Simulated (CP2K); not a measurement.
Si2Mo in CP2K: convergence with k mesh

Si2Mo:

```
Mo Si
1.0
     4.53529    0.00000    0.00000
     2.27744    3.92200    0.00000
    -3.40636   -1.96100    2.26274
Mo Si
1 2
Direct
  0.98982 0.01754 0.01153
  0.65955 0.68188 0.01514
  0.33171 0.33015 0.99011
```

The cell isn't the ideal one: atoms moved at random, drawn with an rms of 0.1 Å.

| Quantity | Value |
| --- | --- |
| Program | CP2K 2026.2 |
| Task | single point |
| Functional | r2SCAN |
| Potentials or basis | POTENTIAL_UZH Mo GTH-SCAN-q14, Si GTH-SCAN-q4; DZVP-MOLOPT-SCAN-GTH basis |
| Density cutoff | 9184 eV |
| k mesh | 3 × 3 × 3 |
| Occupations | fermi-dirac, width 0.0259 eV |
| Spin | no spin polarisation |

These are the settings of the first run; the series varies k mesh, with any setting tied to it.

Hardware: 1 thread of Arm Neoverse V2, on a shared host.

```tsv
k mesh	energy less the tightest run, at zero smearing (meV/atom)	pressure (GPa)	largest force (eV/Å)	gap on the mesh (eV)	SCF cycles	CPU time (s)	peak memory (GiB)
3 × 3 × 3	115.00	1.97	0.619	0.089	14	230	0.45
4 × 4 × 4	17.03	0.78	0.823	0.000	14	230	0.45
4 × 4 × 6	-0.78	0.28	0.738	0.000	14	230	0.46
5 × 5 × 7	0.93	0.15	0.726	0.000	13	220	0.46
6 × 6 × 8	-0.51	0.12	0.745	0.000	13	230	0.47
8 × 8 × 10	0.08	0.17	0.728	0.000	13	250	0.5
9 × 9 × 12	0.32	0.18	0.728	0.000	13	280	0.53
11 × 11 × 14	0.00	0.17	0.730	0.000	13	330	0.6
```

Against the tightest run, the energy stays within 1 meV/atom from 4 × 4 × 6 on; the pressure stays within 0.1 GPa from 5 × 5 × 7 on; the largest force stays within 0.005 eV/Å from 8 × 8 × 10 on; the gap on the mesh stays within 0.01 eV from 4 × 4 × 4 on. Meshes of other sizes hit other points, so gaps and Fermi surfaces needn't settle smoothly. The tightest run that finished is the yardstick and may itself not be fully converged.

Caveat, for the tightest run too: the basis of atomic orbitals isn't converged, which shifts pressures, moduli and gaps.
